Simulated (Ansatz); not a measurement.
Crystal: SiC (Moissanite).

```
Si C
1.0
     3.07600    0.00000    0.00000
    -1.53800    2.66389    0.00000
     0.00000    0.00000    5.04800
Si C
2 2
Direct
  0.66667 0.33333 0.50000
  0.33333 0.66667 0.00000
  0.66667 0.33333 0.88500
  0.33333 0.66667 0.38500
```

```yaml
Program: Ansatz 0.2.0
Task: relaxation of cell and atoms
Functional: PBEsol
Potentials_or_basis: all-electron LAPW, scalar-relativistic
Basis_error_allowed: 0.002 eV/atom
k_mesh: 10 × 10 × 5
Occupations: fermi-dirac, width 0.05 eV
Spin: no spin polarisation
```

At the start: volume 10.34 Å³/atom.

Problem. Where does the relaxation end?

Solution. Over 5 steps the energy falls by 9.0 meV/atom; space group P6_3mc (No. 186, to 0.05 Å).

The path:
```csv
step,energy change (eV),largest force (eV/Å),volume (Å³)
1,0.0000,0.7459,41.36
2,-0.0209,0.4422,41.37
3,-0.0358,0.0010,41.34
4,-0.0358,0.0003,41.35
5,-0.0358,0.0003,41.35
```

Final structure:
```
CELL_PARAMETERS angstrom
3.07556 0.00000 0.00000
-1.53778 2.66351 0.00000
0.00000 0.00000 5.04739
ATOMIC_POSITIONS crystal
Si 0.66667 0.33333 0.50459
Si 0.33333 0.66667 0.00459
C 0.66667 0.33333 0.88041
C 0.33333 0.66667 0.38041
```
